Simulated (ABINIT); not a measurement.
# MgO (Fm-3m): G0W0 in ABINIT against the bands in the self-energy, part 2 of 2

Wanted: the cheapest bands in the self-energy that holds the gap of MgO (Fm-3m).

ABINIT 10.8.3; PBE and many-body steps on it, plane waves. Known limits of the many-body steps: not at the basis limit.

So far. Step 2 (Screening, 6×6×6 mesh, 343 bands, screening to 435.4 eV): Local fields lower ε∞ by 7 %.

## (6) 92 bands

Level of this step: G0W0 on PBE, plane waves, norm-conserving pseudopotentials (ABINIT).

The self-energy is evaluated for the states that the input lists, and the levels follow from it, in one-shot runs by the linearised quasiparticle equation.

run.abi reads:

```
acell 3*1.0 Angstrom
rprim 
  -0.000000000000 2.097001392700 2.097001392700
  2.097001392700 0.000000000000 2.097001392700
  2.097001392700 2.097001392700 0.000000000000
ntypat 2
znucl 12 8
natom 2
typat 1 2
xred 
  0.000000000000 0.000000000000 0.000000000000
  0.500000000000 0.500000000000 0.500000000000
pp_dirpath "pseudos"
pseudos "Mg.upf, O.upf"
ecut 38
ngkpt 6 6 6
nshiftk 1
shiftk 0 0 0
kptopt 1
chksymbreak 0
istwfk *1
occopt 1
irdwfk 1
optdriver 4
nband 92
gwcalctyp 0
ecutsigx 38
symsigma 1
nkptgw 1
kptgw 
  0.0000000000 0.0000000000 0.0000000000
bdgw 
  6 12
ecuteps 16
irdscr 1
ppmodel 1
indata_prefix "in"
outdata_prefix "out"
tmpdata_prefix "tmp"
```

Command:

```bash
$ OMP_NUM_THREADS=1 mpirun -n 8 abinit run.abi > log
```

What it wrote:

```text
.Version 10.8.3 of ABINIT. v10.8.2 released Aug 2026.

 Symmetries : space group Fm -3 m (#225); Bravais cF (face-center cubic)
[... echo of the input left out ...]
== DATASET  1 ==================================================================
-   mpi_nproc: 8, omp_nthreads: 1 (-1 if OMP is not activated)

--- !DatasetInfo
iteration_state: {dtset: 1, }
dimensions: {natom: 2, nkpt: 16, mband: 92, nsppol: 1, nspinor: 1, nspden: 1, mpw: 1411, }
cutoff_energies: {ecut:  38.0, pawecutdg:  -1.0, }
[...]
10  20.877  -9.643  -3.728  -4.643   0.866  -0.155  -8.542   1.101  21.978
       11  20.877  -9.643  -3.728  -4.643   0.866  -0.155  -8.542   1.101  21.978
       12  20.877  -9.643  -3.728  -4.643   0.866  -0.155  -8.542   1.101  21.978

== END DATASET(S) ==============================================================
================================================================================

 -outvars: echo values of variables after computation  --------
           etotal      0.0000000000E+00
            nband          92
             nkpt          16
          spgroup         225
 [... the other variables as echoed above ...]

 Calculation completed.
```

Wall time 6.5 s (8 MPI ranks of Intel Xeon 6975P-C (Granite Rapids), shared host); peak memory 2 GiB.

Numbers from this step:

```
G0W0 gap on the points computed              : 7.210 eV
starting gap on the mesh                     : 4.895 eV
k of the valence top                         : 0, 0, 0
k of the conduction bottom                   : 0, 0, 0
least direct G0W0 gap on the computed points : 7.210 eV
```

The gap on the mesh goes from 4.89 eV to 7.21 eV, a correction of +2.32 eV.

## (7) 204 bands

run.abi, as its differences from that of step 6:

```diff
@@ -24,3 +24,3 @@
 optdriver 4
-nband 92
+nband 204
 gwcalctyp 0
```

What it wrote:

```text
.Version 10.8.3 of ABINIT. v10.8.2 released Aug 2026.

 Symmetries : space group Fm -3 m (#225); Bravais cF (face-center cubic)
[... echo of the input left out ...]
== DATASET  1 ==================================================================
-   mpi_nproc: 8, omp_nthreads: 1 (-1 if OMP is not activated)

--- !DatasetInfo
iteration_state: {dtset: 1, }
dimensions: {natom: 2, nkpt: 16, mband: 204, nsppol: 1, nspinor: 1, nspden: 1, mpw: 1411, }
cutoff_energies: {ecut:  38.0, pawecutdg:  -1.0, }
[...]
10  20.877  -9.643  -3.728  -4.707   0.865  -0.155  -8.598   1.045  21.922
       11  20.877  -9.643  -3.728  -4.707   0.865  -0.155  -8.598   1.045  21.922
       12  20.877  -9.643  -3.728  -4.707   0.865  -0.155  -8.598   1.045  21.922

== END DATASET(S) ==============================================================
================================================================================

 -outvars: echo values of variables after computation  --------
           etotal      0.0000000000E+00
            nband         204
             nkpt          16
          spgroup         225
 [... the other variables as echoed above ...]

 Calculation completed.
```

The job ended after 12 s (8 MPI ranks; peak memory 2.3 GiB).

This step gave:

- G0W0 gap on the points computed: 7.302 eV
- starting gap on the mesh: 4.895 eV
- k of the valence top: 0, 0, 0
- k of the conduction bottom: 0, 0, 0
- least direct G0W0 gap on the computed points: 7.302 eV

Against the run before, the gap moves by +0.092 eV.

## (8) 343 bands

run.abi, as its differences from that of step 7:

```diff
@@ -24,3 +24,3 @@
 optdriver 4
-nband 204
+nband 343
 gwcalctyp 0
```

What it wrote:

```text
.Version 10.8.3 of ABINIT. v10.8.2 released Aug 2026.

 Symmetries : space group Fm -3 m (#225); Bravais cF (face-center cubic)
[... echo of the input left out ...]
== DATASET  1 ==================================================================
-   mpi_nproc: 8, omp_nthreads: 1 (-1 if OMP is not activated)

--- !DatasetInfo
iteration_state: {dtset: 1, }
dimensions: {natom: 2, nkpt: 16, mband: 343, nsppol: 1, nspinor: 1, nspden: 1, mpw: 1411, }
cutoff_energies: {ecut:  38.0, pawecutdg:  -1.0, }
[...]
10  20.877  -9.643  -3.728  -4.723   0.865  -0.156  -8.612   1.031  21.908
       11  20.877  -9.643  -3.728  -4.723   0.865  -0.156  -8.612   1.031  21.908
       12  20.877  -9.643  -3.728  -4.723   0.865  -0.156  -8.612   1.031  21.908

== END DATASET(S) ==============================================================
================================================================================

 -outvars: echo values of variables after computation  --------
           etotal      0.0000000000E+00
            nband         343
             nkpt          16
          spgroup         225
 [... the other variables as echoed above ...]

 Calculation completed.
```

The job ended after 19 s (8 MPI ranks; peak memory 3 GiB; 2.6 min of CPU time).

Numbers from this step:

| Item | Value |
| --- | --- |
| G0W0 gap on the points computed | 7.334 eV |
| starting gap on the mesh | 4.895 eV |
| k of the valence top | 0, 0, 0 |
| k of the conduction bottom | 0, 0, 0 |
| least direct G0W0 gap on the computed points | 7.334 eV |

Against the run before, the gap moves by +0.032 eV.

## (9) The runs together

Times are wall times on 8 MPI ranks of Intel Xeon 6975P-C (Granite Rapids), shared host, good to a factor of about two. A run's time includes the screening step that it read.

```csv
run,mesh,bands,screening cutoff (eV),DFT gap (eV),gap on the mesh (eV),direct (eV),ε∞ used,time
16 bands,6×6×6,16,435.4,4.895,6.770,6.770,3.02,2.3 min
18 bands,6×6×6,18,435.4,4.895,6.813,6.813,3.02,2.4 min
37 bands,6×6×6,37,435.4,4.895,7.025,7.025,3.02,2.4 min
92 bands,6×6×6,92,435.4,4.895,7.210,7.210,3.02,2.4 min
204 bands,6×6×6,204,435.4,4.895,7.302,7.302,3.02,2.5 min
343 bands,6×6×6,343,435.4,4.895,7.334,7.334,3.02,2.6 min
```

## (10) Results

```yaml
16_bands: 6.770 eV
18_bands: 6.813 eV
37_bands: 7.025 eV
92_bands: 7.210 eV
204_bands: 7.302 eV
343_bands: 7.334 eV
known_limits: not at the basis limit
```

The setting moved: bands in the self-energy. From 16 bands to 343 bands the gap moves by +0.56 eV. The last step still moves it by +0.032 eV. Bands and screening cutoff are coupled, so a series along one setting does not show full convergence. Bands and cutoff are finite, so the gap is not at the basis limit. The miss can reach some tenths of an eV and take either sign; the mesh is an error of its own. In the G0W0 runs levels were corrected at 1 k point alone, so a gap called «on the mesh» is the least over those, and an edge elsewhere would be missed.

[Paths, hosts, dates, memory and timing lines, banners, echoed tables and standing remarks are left out of the program output.]

[Logs are printed without paths, hosts, clocks, repeated set-up lines and the standing remarks that a program may print on its own settings, such as how far it seeks lower states.]

[Runs of the session that timed out or met a known fault of the program may be left out.]

[Hosts, paths, dates, database ids (printed as entryN), source tags and the programs' standing remarks are cut or masked in the printed files.]

[G0W0 gaps are taken among the corrected bands and points alone; a level outside them can change the order at an edge.]

[Where Ansatz stands beside ABINIT at settings called matched, ABINIT's density can come from a denser mesh and the files from another edition; pairs whose starting gaps differed by over 0.03 eV were left out, so agreement reads better than it is.]
